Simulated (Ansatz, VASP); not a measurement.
**One calculation of MgO, two programs**

```
Mg O
1.0
     0.00000    2.10386    2.10386
     2.10386    0.00000    2.10386
     2.10386    2.10386    0.00000
Mg O
1 1
Cartesian
  0.0000 0.0000 0.0000
  2.1039 2.1039 2.1039
```

Alike in both runs: functional PBE; dispersion D3(BJ); k mesh 10 × 10 × 10; occupations gaussian, width 0.02 eV; no spin polarisation.

Ansatz relaxed the structure, and its values are those at the end. VASP's run is a single point on that final structure, the one shown.

|  | VASP | Ansatz |
| --- | --- | --- |
| version | VASP 6.6.1 | Ansatz 0.2.0 |
| potentials or method | VASP PAW PBE potentials, release 64 (Mg, O) | scalar-relativistic, plane waves, PAW |
| plane-wave cutoff (eV) | 520 | 420 |
| valence electrons in the cell | 8 | 16 |

|  | VASP | Ansatz | Ansatz less VASP |
| --- | --- | --- | --- |
| gap on the k mesh at the Fermi level (eV) | 4.76 | 4.77 | +0.017 |
| least direct gap on the mesh (eV) | 4.76 | 4.77 | +0.017 |
| pressure (GPa) | -0.7 | 0.0 | +0.73 |

The two sets of potentials don't hold the same shells in valence.

PBE gaps usually lie below the measured ones, often by a third to a half.
